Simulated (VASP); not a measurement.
# Mg (P6_3/mmc) in VASP: a series of runs

The runs below take Mg through relaxation of cell and atoms, with r2SCAN, r2SCAN+rVV10.

Everything below comes from runs of VASP 6.6.1. Logs are shortened: lines on timing, memory, paths and dates and some standing lists are left out, and cuts for length are marked.

**1. Starting point**

It takes space group P6_3/mmc (No. 194, hexagonal). The conventional cell has a = 3.209 Å, b = 3.209 Å, c = 5.210 Å, α = 90.00°, β = 90.00°, γ = 120.00°. Mg (site symmetry -6m2) is surrounded by 12 Mg at 3.20 to 3.21 Å.

**2. Relaxation of cell and atoms, r2SCAN**

File INCAR:

```
SYSTEM = Mg
ALGO = Normal
EDIFF = 1E-7
EDIFFG = -0.005
ENCUT = 600
IBRION = 2
ISIF = 3
ISMEAR = 0
LASPH = .TRUE.
LCHARG = .FALSE.
LMIXTAU = .TRUE.
LREAL = .FALSE.
LWAVE = .FALSE.
METAGGA = R2SCAN
NELM = 100
NSW = 90
PREC = Accurate
SIGMA = 0.1
```

File KPOINTS:

```
k-points
0
G
  15 15 8
  0 0 0
```

File POSCAR:

```
Mg
1.0
    3.2093000000      0.0000000000      0.0000000000
   -1.6046500000      2.7793353300      0.0000000000
    0.0000000000      0.0000000000      5.2103000000
Mg
2
Direct
    0.3333333300      0.6666666700      0.2500000000
    0.6666666700      0.3333333300      0.7500000000
```

Potentials or basis: VASP PAW PBE potentials, release 64 (Mg).

Command:

```bash
$ cat potpaw_PBE.64/Mg/POTCAR > POTCAR
$ mpirun -np 1 vasp_std > vasp.out
```

OUTCAR:

```text
SYSTEM = Mg
   EDIFF = 1E-7
   EDIFFG = -0.005
   ENCUT = 600
   IBRION = 2
   ISIF = 3
   ISMEAR = 0
   LASPH = .TRUE.
   LREAL = .FALSE.
   METAGGA = R2SCAN
   NELM = 100
   NSW = 90
   PREC = Accurate

 ion  position               nearest neighbor table
   1  0.333  0.667  0.250-   2 3.20   2 3.20   2 3.20   2 3.20   2 3.20   2 3.20
   2  0.667  0.333  0.750-   1 3.20   1 3.20   1 3.20   1 3.20   1 3.20   1 3.20

  LATTYP: Found a hexagonal cell.
 ALAT       =     3.2093000000
 C/A-ratio  =     1.6235004518

  Lattice vectors:

 A1 = (   3.2093000000,   0.0000000000,   0.0000000000)
 A2 = (  -1.6046500000,   2.7793353300,   0.0000000000)
 A3 = (   0.0000000000,   0.0000000000,   5.2103000000)

Analysis of symmetry for initial positions (statically):
=====================================================================
 Subroutine PRICEL returns:
 Original cell was already a primitive cell.

 Routine SETGRP: Setting up the symmetry group for a
 hexagonal supercell.

 Subroutine GETGRP returns: Found 24 space group operations
 (whereof 12 operations were pure point group operations)
 out of a pool of 24 trial point group operations.

The static configuration has the point symmetry D_3d.
 The point group associated with its full space group is D_6h.

Analysis of symmetry for dynamics (positions and initial velocities):
=====================================================================
 Subroutine PRICEL returns:
 Original cell was already a primitive cell.

 Routine SETGRP: Setting up the symmetry group for a
 hexagonal supercell.

 Subroutine GETGRP returns: Found 24 space group operations
 (whereof 12 operations were pure point group operations)
 out of a pool of 24 trial point group operations.

The dynamic configuration has the point symmetry D_3d.
 The point group associated with its full space group is D_6h.

 Subroutine INISYM returns: Found 24 space group operations
 (whereof 12 operations are pure point group operations),
 and found     1 'primitive' translations

----------------------------------------------------------------------------------------

                                     Primitive cell

  volume of cell :      46.4744

  direct lattice vectors                    reciprocal lattice vectors
     3.209300000  0.000000000  0.000000000     0.311594429  0.179899127  0.000000000
    -1.604650000  2.779335330  0.000000000     0.000000000  0.359798254  0.000000000
     0.000000000  0.000000000  5.210300000     0.000000000  0.000000000  0.191927528

  length of vectors
     3.209300000  3.209300001  5.210300000     0.359798255  0.359798254  0.191927528

  position of ions in fractional coordinates (direct lattice)
     0.333333330  0.666666670  0.250000000
     0.666666670  0.333333330  0.750000000

  ion indices of the primitive-cell ions
   primitive index   ion index
                 1           1
                 2           2

----------------------------------------------------------------------------------------

 KPOINTS: k-points

Automatic generation of k-mesh.
 Grid dimensions read from file:
 generate k-points for:   15   15    8

 Generating k-lattice:

  Cartesian coordinates                     Fractional coordinates (reciprocal lattice)
     0.020772962  0.011993275  0.000000000     0.066666667 -0.000000000  0.000000000
     0.000000000  0.023986550  0.000000000     0.000000000  0.066666667  0.000000000
     0.000000000  0.000000000  0.023990941     0.000000000  0.000000000  0.125000000

  Length of vectors
     0.023986550  0.023986550  0.023990941

  Shift w.r.t. Gamma in fractional coordinates (k-lattice)
     0.000000000  0.000000000  0.000000000

 Subroutine IBZKPT returns following result:
 ===========================================

 Found    135 irreducible k-points:

 Following reciprocal coordinates:
            Coordinates               Weight
  0.000000  0.000000  0.000000      1.000000
  0.066667  0.000000  0.000000      6.000000
  0.133333  0.000000  0.000000      6.000000
  0.200000  0.000000  0.000000      6.000000
  0.266667  0.000000  0.000000      6.000000
  0.333333  0.000000  0.000000      6.000000
[... 16 lines left out ...]
  0.333333  0.200000  0.000000     12.000000
  0.400000  0.200000  0.000000      6.000000
 [... further k-points ...]
   k-points           NKPTS =    135   k-points in BZ     NKDIM =    135   number of bands    NBANDS=      6
   number of dos      NEDOS =    301   number of ions     NIONS =      2
   total plane-waves  NPLWV =  32928
   dimension x,y,z NGX =    28 NGY =   28 NGZ =   42
   dimension x,y,z NGXF=    56 NGYF=   56 NGZF=   84
   ions per type =               2
   NGX,Y,Z   is equivalent  to a cutoff of  14.50, 14.50, 13.40 a.u.
   NGXF,Y,Z  is equivalent  to a cutoff of  29.01, 29.01, 26.80 a.u.
 SYSTEM =  Mg
   PREC   = accura    normal or accurate (medium, high low for compatibility)
   ISTART =      0    job   : 0-new  1-cont  2-samecut
   ICHARG =      2    charge: 1-file 2-atom 10-const
   ISPIN  =      1    spin polarized calculation?
   LNONCOLLINEAR =      F non collinear calculations
   LSORBIT =      F    spin-orbit coupling
   LASPH  =      T    aspherical Exc in radial PAW
   ENCUT  =  600.0 eV  44.10 Ry    6.64 a.u.   6.41  6.41 10.41*2*pi/ulx,y,z
   NELM   =    100;   NELMIN=  2; NELMDL= -5     # of ELM steps
   EDIFF  = 0.1E-06   stopping-criterion for ELM
   LREAL  =      F    real-space projection
   EDIFFG = -.5E-02   stopping-criterion for IOM
   NSW    =     90    number of steps for IOM
   IBRION =      2    ionic relax: 0-MD 1-quasi-New 2-CG
   NFREE  =      1    steps in history (QN), initial steepest desc. (CG)
   ISIF   =      3    stress and relaxation
   ISYM   =      2    0-nonsym 1-usesym 2-fastsym
   POTIM  = 0.5000    time-step for ionic-motion
   TEBEG  =    0.0;   TEEND  =   0.0 temperature during run
   PSTRESS=    0.0 pullay stress
   NELECT =       4.0000    total number of electrons
   NUPDOWN=      -1.0000    fix difference up-down
   EMIN   =  10.00;   EMAX   =-10.00  energy-range for DOS
   EFERMI =   0.00;   METHOD = LEGACY
   ISMEAR =     0;   SIGMA  =   0.10  broadening in eV -4-tet -1-fermi 0-gaus
   EFERMI_NEDOS =   21; number of points for ismear=-14 and -15
   IALGO  =     38    algorithm
   IMIX   =      4    mixing-type and parameters
     AMIX     =   0.40;   BMIX     =  1.00
     AMIX_MAG =   1.60;   BMIX_MAG =  1.00
  volume/ion in A,a.u.               =      23.24       156.81
  Fermi-wavevector in a.u.,A,eV,Ry     =   0.722809  1.365911  7.108401  0.522453
  Thomas-Fermi vector in A             =   1.812866
   LORBIT       =      0    0 simple, 1 ext, 2 COOP (PROOUT), +10 PAW based schemes
   METAGGA = R2SCAN    functional components
   LHFCALC =     F    Hartree Fock is set to
   AEXX    =    0.0000 exact exchange contribution
   IVDW    =     0    specifies the selected vdW correction
   LEPSILON=     F    determine dielectric tensor
   LRPA    =     F    only Hartree local field effects (RPA)
 conjugate gradient relaxation of ions
 non-spin polarized calculation
 Gauss-broadening in eV      SIGMA  =   0.10
  energy-cutoff  :      600.00
  volume of cell :       46.47
 maximum number of plane-waves:      1572
 NGX is ok and might be reduce to    28

--------------------------------------- Ionic step        1  -------------------------------------------

 number of electron       4.0000000 magnetization

 Free energy of the ion-electron system (eV)
  ---------------------------------------------------
  ext. energy  EPLUGINS =         0.00000000
  ---------------------------------------------------
  free energy    TOTEN  =        -8.29168908 eV

  energy without entropy =       -8.28759802  energy(sigma->0) =       -8.28964355

------------------------ aborting loop because EDIFF is reached ----------------------------------------

  FORCE on cell =-STRESS in cart. coord.  units (eV):
  Direction    XX          YY          ZZ          XY          YZ          ZX
  --------------------------------------------------------------------------------------
  -------------------------------------------------------------------------------------
  Total       -0.3201848     -0.3201848     -0.5567775      0.0000000      0.0000000     -0.0000000
  in kB      -11.0381754    -11.0381754    -19.1945663      0.0000000      0.0000000     -0.0000000
  external PRESSURE =     -13.7569723 kB  Pullay stress =       0.0000000 kB
[... 201 lines left out ...]
  energy  without entropy=       -8.2967439514  energy(sigma->0) =       -8.29859838

--------------------------------------- Ionic step        7  -------------------------------------------

 number of electron       4.0000000 magnetization

 Free energy of the ion-electron system (eV)
  ---------------------------------------------------
  ext. energy  EPLUGINS =         0.00000000
  ---------------------------------------------------
  free energy    TOTEN  =        -8.30045531 eV

  energy without entropy =       -8.29672161  energy(sigma->0) =       -8.29858846

 E-fermi :   2.7772     XC(G=0):  -9.1196

 val. band max:        2.7637372748   @ k =   0.1333   0.1333   0.0000
 cond. band min:       2.8416355495   @ k =   0.2000   0.0667   0.0000
 fundamental gap:      0.0778982748
 Fermi energy:         2.7772364959

 k-point     1 :       0.0000    0.0000    0.0000
  band No.  band energies     occupation
      1      -4.7219      2.00000
      2       0.9226      2.00000
      3       1.7348      2.00000
      4      14.4518      0.00000
      5      14.4518      0.00000
      6      14.6215      0.00000

 k-point     2 :       0.0667    0.0000    0.0000
  band No.  band energies     occupation
      1      -4.6282      2.00000
      2       1.0088      2.00000
      3       1.8236      2.00000
      4      12.5845      0.00000
      5      13.4440      0.00000
      6      14.3097      0.00000
[... 190 lines left out ...]
 k-point    24 :       0.4000    0.2000    0.0000
  band No.  band energies     occupation
      1       0.9164      2.00000
      2       1.0873      2.00000
      3       4.7307      0.00000
      4       6.2257      0.00000
      5       6.5417      0.00000
      6       7.0431      0.00000

 [... further k-points ...]

------------------------ aborting loop because EDIFF is reached ----------------------------------------

  FORCE on cell =-STRESS in cart. coord.  units (eV):
  Direction    XX          YY          ZZ          XY          YZ          ZX
  --------------------------------------------------------------------------------------
  -------------------------------------------------------------------------------------
  Total        0.0034721      0.0034721      0.0044672      0.0000000      0.0000000      0.0000000
  in kB        0.1242245      0.1242245      0.1598299      0.0000000      0.0000000      0.0000000
  external PRESSURE =       0.1360930 kB  Pullay stress =       0.0000000 kB
[... 17 lines left out ...]
  FREE ENERGIE OF THE ION-ELECTRON SYSTEM (eV)
  ---------------------------------------------------
  free  energy   TOTEN  =        -8.3004553077 eV

  energy  without entropy=       -8.2967216077  energy(sigma->0) =       -8.29858846

 reached required accuracy - stopping structural energy minimisation
```

Run time: 6.2 min. Hardware: 1 thread of Intel Xeon 6975P-C (Granite Rapids), shared host; peak memory 0.23 GiB.

Results:

- Free energy: -8.3005 eV
- Relaxed volume: 22.39 Å³/atom
- Relaxed cell: a = 3.186 Å, b = 3.186 Å, c = 5.093 Å, α = 90.00°, β = 90.00°, γ = 120.00°
- Space group after relaxing (to 0.05 Å): P6_3/mmc (No. 194)
- Energy gained by relaxing: 4.4 meV/atom
- Ionic steps: 7
- Pressure after relaxing: 0.0 GPa
- Band gap on the k mesh: none (metal or under the smearing width)

The path:
| step | energy change (eV) | largest force (eV/Å) | pressure (GPa) | volume (Å³) |
| --- | --- | --- | --- | --- |
| 1 | 0.0000 | 0.0000 | -1.38 | 46.47 |
| 2 | -0.0079 | 0.0000 | -0.31 | 45.14 |
| 3 | -0.0084 | 0.0000 | 0.04 | 44.76 |
| 4 | -0.0084 | 0.0000 | 0.07 | 44.72 |
| 5 | -0.0087 | 0.0000 | 0.04 | 44.75 |
| 6 | -0.0088 | 0.0000 | 0.01 | 44.79 |
| 7 | -0.0088 | 0.0000 | 0.01 | 44.78 |

Final structure:
```cif
data_structure
_symmetry_space_group_name_H-M 'P 1'
_symmetry_Int_Tables_number 1
_cell_length_a 3.1864
_cell_length_b 3.1864
_cell_length_c 5.0930
_cell_angle_alpha 90.000
_cell_angle_beta 90.000
_cell_angle_gamma 120.000
_cell_volume 44.78
loop_
_atom_site_label
_atom_site_type_symbol
_atom_site_fract_x
_atom_site_fract_y
_atom_site_fract_z
_atom_site_occupancy
Mg1 Mg 0.33333 0.66667 0.25000 1
Mg2 Mg 0.66667 0.33333 0.75000 1
```

Levels at points of the mesh, in eV from the Fermi level:
```tsv
k point	band 1	band 2	band 3	band 4	band 5	band 6
(0.00, 0.00, 0.00)	-7.50	-1.85	-1.04	11.67	11.67	11.84
(0.00, 0.00, 0.50)	-5.96	-5.96	5.73	5.73	12.45	12.45
```

Caveat: the PAW data sets were made with another functional, which shifts forces and pressure a little.

**3. Relaxation of cell and atoms, r2SCAN+rVV10**

Edit INCAR of step 2 so:

```diff
@@ -2,2 +2,4 @@
 ALGO = Normal
+BPARAM = 11.95
+CPARAM = 0.0093
 EDIFF = 1E-7
@@ -8,2 +10,3 @@
 ISMEAR = 0
+IVDW_NL = 2
 LASPH = .TRUE.
@@ -12,2 +15,3 @@
 LREAL = .FALSE.
+LUSE_VDW = .TRUE.
 LWAVE = .FALSE.
```

KPOINTS is that of step 2.

POSCAR is that of step 2.

Potentials or basis: VASP PAW PBE potentials, release 64 (Mg).

Command:

```bash
$ cat potpaw_PBE.64/Mg/POTCAR > POTCAR
$ mpirun -np 1 vasp_std > vasp.out
```

Wall time 8.7 min (1 thread of Intel Xeon 6975P-C (Granite Rapids), shared host); peak memory 0.35 GiB.

It converged, with:

```
Free energy                            : -8.0615 eV
Relaxed volume                         : 22.29 Å³/atom
Relaxed cell                           : a = 3.182 Å, b = 3.182 Å, c = 5.086 Å, α = 90.00°, β = 90.00°, γ = 120.00°
Space group after relaxing (to 0.05 Å) : P6_3/mmc (No. 194)
Energy gained by relaxing              : 5.3 meV/atom
Ionic steps                            : 7
Pressure after relaxing                : 0.0 GPa
Band gap on the k mesh                 : none (metal or under the smearing width)
```

The path:
| step | energy change (eV) | largest force (eV/Å) | pressure (GPa) | volume (Å³) |
| --- | --- | --- | --- | --- |
| 1 | 0.0000 | 0.0000 | -1.54 | 46.47 |
| 2 | -0.0097 | 0.0000 | -0.34 | 44.99 |
| 3 | -0.0103 | 0.0000 | 0.03 | 44.57 |
| 4 | -0.0103 | 0.0000 | 0.07 | 44.53 |
| 5 | -0.0105 | 0.0000 | 0.04 | 44.56 |
| 6 | -0.0106 | 0.0000 | 0.01 | 44.59 |
| 7 | -0.0106 | 0.0000 | 0.02 | 44.59 |

Final structure:
```
Mg
1.0
     3.18163    0.00000    0.00000
    -1.59082    2.75538    0.00000
     0.00000    0.00000    5.08595
Mg
2
Direct
  0.33333 0.66667 0.25000
  0.66667 0.33333 0.75000
```

Levels at points of the mesh, in eV from the Fermi level:
| k point | band 1 | band 2 | band 3 | band 4 | band 5 | band 6 |
| --- | --- | --- | --- | --- | --- | --- |
| (0.00, 0.00, 0.00) | -7.52 | -1.86 | -1.04 | 11.70 | 11.70 | 11.88 |
| (0.00, 0.00, 0.50) | -5.98 | -5.98 | 5.74 | 5.74 | 12.48 | 12.48 |

Caveat: the PAW data sets were made with another functional, which shifts forces and pressure a little.
